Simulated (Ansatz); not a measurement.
# SiC: a trigonal deformation path

This session takes SiC and sets out to follow a trigonal deformation at fixed volume.

The COD entry's cell or inner coordinates are ideal or old and differ from later refinements, so a difference from it is no clean test against experiment.

Method: DFT PBE, scalar-relativistic, plane waves, PAW, in Ansatz 0.2.0.

**1. The system as given**

Symmetry: F-43m, No. 216, cubic system. The conventional cell has a = 4.348 Å, b = 4.348 Å, c = 4.348 Å, α = 90.00°, β = 90.00°, γ = 90.00°. Si (site symmetry -43m) has 4 C at 1.88 Å as nearest neighbours. C (site symmetry -43m) has 4 Si at 1.88 Å as nearest neighbours.

Structure file:

```cif
data_structure
_symmetry_space_group_name_H-M 'P 1'
_symmetry_Int_Tables_number 1
_cell_length_a 3.0745
_cell_length_b 3.0745
_cell_length_c 3.0745
_cell_angle_alpha 60.000
_cell_angle_beta 60.000
_cell_angle_gamma 60.000
_cell_volume 20.55
loop_
_atom_site_label
_atom_site_type_symbol
_atom_site_fract_x
_atom_site_fract_y
_atom_site_fract_z
_atom_site_occupancy
Si1 Si 0.00000 0.00000 0.00000 1
C1 C 0.75000 0.75000 0.75000 1
```

The cell is taken as given, not relaxed at this level.

**2. Setting up a trigonal deformation path**

At fixed volume and fractional coordinates, lengths along (0.577, 0.577, 0.577) are scaled against those across it; ρ is that ratio over its starting value.

**3. Point ρ = 0.500**

input.yaml

```yaml
crystal:
  lattice:
    - [-0.9130227875, 1.826045575, 1.826045575]
    - [1.826045575, -0.9130227875, 1.826045575]
    - [1.826045575, 1.826045575, -0.9130227875]
  atoms:
    - { symbol: Si, position: [0.0, 0.0, 0.0] }
    - { symbol: C, position: [0.75, 0.75, 0.75] }
basis:
  ecutwfc: 420
kpoints:
  mp_grid: { grid: [12, 12, 12] }
hamiltonian:
  xc: pbe
scf:
  occupations: { method: gaussian, width: 0.05 }
output:
  forces: true
  stress: true
  eigenvalues: true
  write_density: true
  write_potential: true
  elf: true
  volumetric_format: npy
```

Launch:

```sh
$ ansatz run input.yaml --threads 1 --pin off --max-ram 2560MiB --backend cpu --events-out ev --progress --plain --runs-dir out
```

Further runs follow: At ρ = 2.000; point ρ = 0.710; point ρ = 1.410; At ρ = 0.600; ρ = 0.850; ρ = 1.200; At ρ = 1.700; point ρ = 0.930; At ρ = 1.080.

Before running it: what results should come out? Wanted: highest point.

**Answer**, as computed:

| quantity | value |
| --- | --- |
| highest point | 8041.1 meV/atom at ρ = 0.500 |

What this shows: The undisturbed cell stays the lowest of the sampled points. No further minimum shows among the sampled points. The gap on the mesh, 1.35 eV at the start, reads zero at ρ = 0.500. Where forces pass 15 eV/Å atoms stand far too close, the PAW spheres overlap strongly and those numbers are rough.
